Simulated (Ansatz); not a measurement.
Strain response of KBr

These are results of DFT PBE, scalar-relativistic, plane waves, PAW (Ansatz), not measurements. Run with 420 eV cutoff, 6×6×4 k-mesh, Gaussian smearing of 0.02 eV, no spin polarisation.

Starting point, cell and atoms relaxed:

```yaml
crystal:
  lattice:
    - [3.34997, 3.34997, 0.00000]
    - [-3.34997, 3.34997, 0.00000]
    - [0.00000, 0.00000, 6.69993]
  atoms:
    - { symbol: K, position: [0.00000, 0.00000, 0.00000] }
    - { symbol: K, position: [0.50000, 0.50000, 0.50000] }
    - { symbol: Br, position: [0.50000, 0.50000, 0.00000] }
    - { symbol: Br, position: [0.00000, 0.00000, 0.50000] }
```

Deformation: uniaxial strain along a, with the lengths of b and c and the atoms relaxed and the angles held, all within the symmetry that the strain leaves. Energies are extrapolated to zero smearing. Stress is positive in compression, on the Cartesian axes of the cell above. Gaps are Kohn–Sham gaps over the whole zone.

Strains computed: -4.5, -3.0, -1.5, +1.5, +3.0, +4.5 %.

Task: At which strain does the energy stand 1.8 meV/atom over the relaxed crystal with σxx = 0.25, σyy = 0.25, σzz = -0.01, σyz = 0.00, σxz = 0.00, σxy = 0.25 GPa?

Result: -3.0 %. The gap there is 4.28 eV against 4.32 unstrained.